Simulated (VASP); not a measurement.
## PbSe: band structure with PBEsol

**Experimental background.**

A printed reference work, monograph reports, for a bulk crystal of PbSe at 300 K: band gap 0.28 eV (direct).

PbSe:

```
CELL_PARAMETERS angstrom
0.00000 3.05226 3.05226
3.05226 0.00000 3.05226
3.05226 3.05226 0.00000
ATOMIC_POSITIONS crystal
Pb 0.00000 0.00000 0.00000
Se 0.50000 0.50000 0.50000
```

```
Program                : VASP 6.6.1
Task                   : band structure
Functional             : PBEsol
Potentials or basis    : VASP PAW PBE potentials, release 64 (Pb_d, Se)
Cutoff                 : 520 eV
k mesh                 : 10 × 10 × 10
Occupations            : gaussian, width 0.03 eV
Spin                   : no spin polarisation
Further INCAR settings : ALGO = Fast; EDIFF = 1e-07; NBANDS = 17
```

The pressure is 0.0 GPa. The band gap on the k mesh is 0.17 eV, direct. The band gap along the path is 0.17 eV, direct.

Levels at the corners of the path, in eV from the valence-band top:
| point | band 8 | band 9 | band 10 | band 11 | band 12 | band 13 |
| --- | --- | --- | --- | --- | --- | --- |
| Γ | -1.91 | -1.91 | -1.91 | 4.69 | 4.69 | 4.69 |
| X | -5.10 | -3.31 | -3.31 | 3.54 | 5.61 | 5.61 |
| X | -5.10 | -3.31 | -3.31 | 3.54 | 5.61 | 5.61 |
| W | -4.33 | -4.33 | -0.80 | 1.82 | 4.89 | 4.89 |
| W | -4.33 | -4.33 | -0.80 | 1.82 | 4.89 | 4.89 |
| K | -4.68 | -2.79 | -2.46 | 3.34 | 3.99 | 5.41 |
| K | -4.68 | -2.79 | -2.46 | 3.34 | 3.99 | 5.41 |
| Γ | -1.91 | -1.91 | -1.91 | 4.69 | 4.69 | 4.69 |
| Γ | -1.91 | -1.91 | -1.91 | 4.69 | 4.69 | 4.69 |
| L | -1.50 | -1.50 | 0.00 | 0.17 | 1.63 | 1.63 |
| L | -1.50 | -1.50 | 0.00 | 0.17 | 1.63 | 1.63 |
| U | -4.68 | -2.79 | -2.46 | 3.34 | 3.99 | 5.41 |
| U | -4.68 | -2.79 | -2.46 | 3.34 | 3.99 | 5.41 |
| W | -4.33 | -4.33 | -0.80 | 1.82 | 4.89 | 4.89 |
| W | -4.33 | -4.33 | -0.80 | 1.82 | 4.89 | 4.89 |
| L | -1.50 | -1.50 | 0.00 | 0.17 | 1.63 | 1.63 |
| L | -1.50 | -1.50 | 0.00 | 0.17 | 1.63 | 1.63 |
| K | -4.68 | -2.79 | -2.46 | 3.34 | 3.99 | 5.41 |
| U | -4.68 | -2.79 | -2.46 | 3.34 | 3.99 | 5.41 |
| X | -5.10 | -3.31 | -3.31 | 3.54 | 5.61 | 5.61 |

Core levels (eV, on the scale of the bands):
```
atom                                                                                                                                      levels
1 Pb  1s -88082.5, 2s -15744.0, 2p -13498.7, 3s -3772.2, 3p -3128.8, 3d -2473.8, 4s -846.8, 4p -636.0, 4d -392.4, 4f -123.4, 5s -134.6, 5p -76.3
2 Se                                                                         1s -12492.3, 2s -1595.8, 2p -1402.2, 3s -202.5, 3p -142.0, 3d -42.1
```

Run time: 79 s on 1 thread of Intel(R) Xeon(R) Platinum 8259CL CPU @ 2.50GHz (Skylake/Cascade Lake) (shared host), peak memory 0.23 GiB.

A measured gap of PbSe is 0.28 eV (direct; 300 K; a printed reference work, monograph); the calculated 0.17 eV misses it by -0.11 eV. 2 values of this kind are on record (0.15 to 0.28 eV); this one was drawn at random. Spin-orbit coupling on Pb, Se is left out. The value is that of PBEsol, without temperature or zero-point motion. Semilocal functionals fall short of measured gaps as a rule.

Caveat: the PAW data sets were made with another functional, which shifts forces and pressure a little; spin-orbit coupling is left out, which as a rule narrows the gap of such compounds by several tenths of an eV.
